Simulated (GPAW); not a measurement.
# KBr (Fm-3m): G0W0 on several meshes in GPAW

How does the mesh move the gap of KBr (Fm-3m)?

Program: GPAW 26.7.0. Level of theory: PBE and many-body steps on it, plane waves. Results are calculated unless marked as measured.

Report form: the programs' logs are mostly left out.

**1. Starting point**

The structure is cubic, space group Fm-3m (No. 225). The conventional cell has a = 6.600 Å, b = 6.600 Å, c = 6.600 Å, α = 90.00°, β = 90.00°, γ = 90.00°. K has 6 Br at 3.30 Å nearest. Nearest to Br lie 6 K at 3.30 Å. Farther neighbours and most contacts between anions are not listed.

As a file:

```cif
data_structure
_symmetry_space_group_name_H-M 'P 1'
_symmetry_Int_Tables_number 1
_cell_length_a 4.6669
_cell_length_b 4.6669
_cell_length_c 4.6669
_cell_angle_alpha 60.000
_cell_angle_beta 60.000
_cell_angle_gamma 60.000
_cell_volume 71.87
loop_
_atom_site_label
_atom_site_type_symbol
_atom_site_fract_x
_atom_site_fract_y
_atom_site_fract_z
_atom_site_occupancy
K1 K 0.00000 0.00000 0.00000 1
Br2 Br 0.50000 0.50000 0.50000 1
```

The cell and positions come from the Crystallography Open Database and are kept as given unless a step says otherwise.

**2. Empty states on the mesh, 4×4×4 mesh, 1078 bands**

This step: GPAW 26.7.0; DFT, PBE, plane waves, PAW.

The sums over transitions need many empty states on a uniform mesh; this step solves for them.

run.py reads:

```python
import json
import numpy as np
from gpaw.mpi import world
from gpaw import GPAW

calc = GPAW('gs.gpw').fixed_density(kpts={'size': (4, 4, 4), 'gamma': True},
    parallel={'domain': 1, 'band': 1},
    txt='nscf.txt')
calc.diagonalize_full_hamiltonian(nbands=1078)
calc.write('full.gpw', mode='all')
res = {}
kpts = calc.get_ibz_k_points()
res['kpts'] = kpts
res['eigenvalues'] = [calc.get_eigenvalues(kpt=k) for k in range(len(kpts))]
res['n_electrons'] = calc.get_number_of_electrons()

if world.rank == 0:
    with open('result.json', 'w') as f:
        json.dump(res, f, default=lambda x: x.tolist())
```

On the command line:

```
$ mpirun -n 8 gpaw python run.py
```

Run time: 18 s. Hardware: 8 MPI ranks of Arm Neoverse V1, shared host; peak memory 2.6 GiB; 2.2 min of CPU time.

This step gave:

* gap: 4.442 eV
* k of the valence top: 0, 0, 0
* k of the conduction bottom: 0, 0, 0
* least direct gap: 4.442 eV
* k points computed: 8
* lowest point of the top converged band, above the valence top: 345.7692 eV

On this mesh the gap is 4.442 eV.

**3. 4×4×4**

G0W0 replaces the xc potential by the self-energy, built once from these orbitals. Only a window of levels is corrected, while the sums run over the empty bands that the input names.

This step: G0W0 on PBE, plane waves, PAW.

run.py reads:

```python
import json
import numpy as np
from gpaw.mpi import world
from gpaw.response.g0w0 import G0W0

gw = G0W0('full.gpw',
    filename='gw',
    kpts=[0],
    bands=(6, 10),
    ecut=105,
    nbands=175,
    integrate_gamma='WS',
    ppa=True)
gw.calculate()
res = {mode: {k: v for k, v in r.items() if k != 'sigma_eskwn'}
       for mode, r in gw.all_results.items()}

if world.rank == 0:
    with open('result.json', 'w') as f:
        json.dump(res, f, default=lambda x: x.tolist())
```

On the command line:

```
$ mpirun -n 8 gpaw python run.py
```

The job ended after 41 s (8 MPI ranks; peak memory 2.3 GiB).

This step gave:

```yaml
g0w0_gap_on_the_points_computed: 6.897 eV
least_direct_g0w0_gap_on_the_computed_points: 6.897 eV
z_at_the_valence_top: 0.8247
z_at_the_conduction_bottom: 0.8729
starting_gap_on_the_mesh: 4.442 eV
k_of_the_valence_top: 0, 0, 0
k_of_the_conduction_bottom: 0, 0, 0
```

The gap on the mesh goes from 4.44 eV to 6.90 eV, a correction of +2.46 eV.

**4. Empty states on the mesh, 6×6×6 mesh, 185 bands**

This step: DFT, PBE, plane waves, PAW.

run.py reads:

```python
import json
import numpy as np
from gpaw.mpi import world
from gpaw import GPAW

calc = GPAW('gs.gpw').fixed_density(kpts={'size': (6, 6, 6), 'gamma': True},
    parallel={'domain': 1, 'band': 1},
    txt='nscf.txt')
calc.diagonalize_full_hamiltonian(nbands=185)
calc.write('full.gpw', mode='all')
res = {}
kpts = calc.get_ibz_k_points()
res['kpts'] = kpts
res['eigenvalues'] = [calc.get_eigenvalues(kpt=k) for k in range(len(kpts))]
res['n_electrons'] = calc.get_number_of_electrons()

if world.rank == 0:
    with open('result.json', 'w') as f:
        json.dump(res, f, default=lambda x: x.tolist())
```

On the command line:

```
$ mpirun -n 8 gpaw python run.py
```

The job ended after 20 s (8 MPI ranks; peak memory 2.7 GiB; 2.4 min of CPU time).

This step gave:

| Property | Result |
| --- | --- |
| gap | 4.442 eV |
| k of the valence top | 0, 0, 0 |
| k of the conduction bottom | 0, 0, 0 |
| least direct gap | 4.442 eV |
| k points computed | 16 |
| lowest point of the top converged band, above the valence top | 101.1476 eV |

On this mesh the gap is 4.442 eV.

**5. 6×6×6**

This step: G0W0 on PBE, plane waves, PAW.

run.py reads:

```python
import json
import numpy as np
from gpaw.mpi import world
from gpaw.response.g0w0 import G0W0

gw = G0W0('full.gpw',
    filename='gw',
    kpts=[0],
    bands=(6, 10),
    ecut=105,
    nbands=175,
    integrate_gamma='WS',
    ppa=True)
gw.calculate()
res = {mode: {k: v for k, v in r.items() if k != 'sigma_eskwn'}
       for mode, r in gw.all_results.items()}

if world.rank == 0:
    with open('result.json', 'w') as f:
        json.dump(res, f, default=lambda x: x.tolist())
```

On the command line:

```
$ mpirun -n 8 gpaw python run.py
```

Wall time 2.5 min (8 MPI ranks); peak memory 2.4 GiB; 18 min of CPU time.

Numbers from this step:

| Property | Result |
| --- | --- |
| G0W0 gap on the points computed | 6.890 eV |
| least direct G0W0 gap on the computed points | 6.890 eV |
| Z at the valence top | 0.8241 |
| Z at the conduction bottom | 0.8731 |
| starting gap on the mesh | 4.442 eV |
| k of the valence top | 0, 0, 0 |
| k of the conduction bottom | 0, 0, 0 |

Against G0W0 in GPAW (4×4×4 mesh, 175 bands, screening to 105 eV, Godby-Needs plasmon pole), the gap moves by −0.007 eV.

**6. Side by side**

Times are wall times on 8 MPI ranks of Arm Neoverse V1, shared host, good to a factor of about two.

| run | mesh | bands | screening cutoff (eV) | DFT gap (eV) | gap on the mesh (eV) | direct (eV) | time |
| --- | --- | --- | --- | --- | --- | --- | --- |
| 4×4×4 | 4×4×4 | 175 | 105 | 4.442 | 6.897 | 6.897 | 41 s |
| 6×6×6 | 6×6×6 | 175 | 105 | 4.442 | 6.890 | 6.890 | 2.5 min |

**7. What came out**

```
4×4×4        : 6.897 eV
6×6×6        : 6.890 eV
known limits : not at the basis limit; no spin-orbit coupling
```

What this shows: 6×6×6: −0.007 eV against 4×4×4. Bands and cutoff are finite, so the gap is not at the basis limit. The miss can reach some tenths of an eV and take either sign; the mesh is an error of its own. These stock PAW sets were not made for GW; the filled d or f shell of Br lies in the frozen core, which bears on start and correction. In the G0W0 runs levels were corrected at 1 k point alone, so a gap called «on the mesh» is the least over those, and an edge elsewhere would be missed. The many-body steps are scalar-relativistic: spin-orbit coupling is not in them.

[Paths, hosts, dates, memory and timing lines, banners, echoed tables and standing remarks are left out of the program output.]

[Logs are printed without paths, hosts, clocks, repeated set-up lines and the standing remarks that a program may print on its own settings, such as how far it seeks lower states.]

[Runs of the session that timed out or met a known fault of the program may be left out.]

[Hosts, paths, dates, database ids (printed as entryN), source tags and the programs' standing remarks are cut or masked in the printed files.]
